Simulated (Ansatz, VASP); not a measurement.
# AlN in VASP and in Ansatz

```
Al N
1.0
     3.17202    0.00000    0.00000
    -1.58601    2.74705    0.00000
     0.00000    0.00000    5.07563
Al N
2 2
Direct
  0.33333 0.66667 0.00000
  0.66667 0.33333 0.50000
  0.33333 0.66667 0.38500
  0.66667 0.33333 0.88500
```

Change from the starting cell: volume scaled by 1.06, crystal datasets.

Alike in both runs: task electric field gradients; functional PBE; k mesh 11 × 11 × 6; occupations fermi-dirac, width 0.02 eV; no spin polarisation.

|  | VASP | Ansatz |
| --- | --- | --- |
| version | VASP 6.6.1 | Ansatz 0.2.0 |
| potentials or method | VASP PAW PBE potentials, release 64 (Al, N), cutoff 520 eV | all-electron PAW with datasets made for the crystal, scalar-relativistic |

|  | VASP | Ansatz | Ansatz less VASP |
| --- | --- | --- | --- |
| gap on the k mesh at the Fermi level (eV) | 3.66 | 3.66 | -0.001 |
| pressure (GPa) | -7.1 | -6.9 | +0.21 |
| largest component of the traceless stress (GPa) | 0.30 | 0.34 | +0.033 |
| rms of the force components (eV/Å) | 0.103 | 0.102 | -0.0002 |
| Vzz of the field gradient on the site that differs most (V/Å²) | 0.2 | 0.0 | -0.17 |

Atom by atom the forces differ by 0.000 eV/Å (rms over components). Ansatz ran all-electron here, so the differences hold the error of VASP's frozen core and of both bases.

Caveats: an odd mesh through Γ misses points on the zone boundary, where band edges often lie.
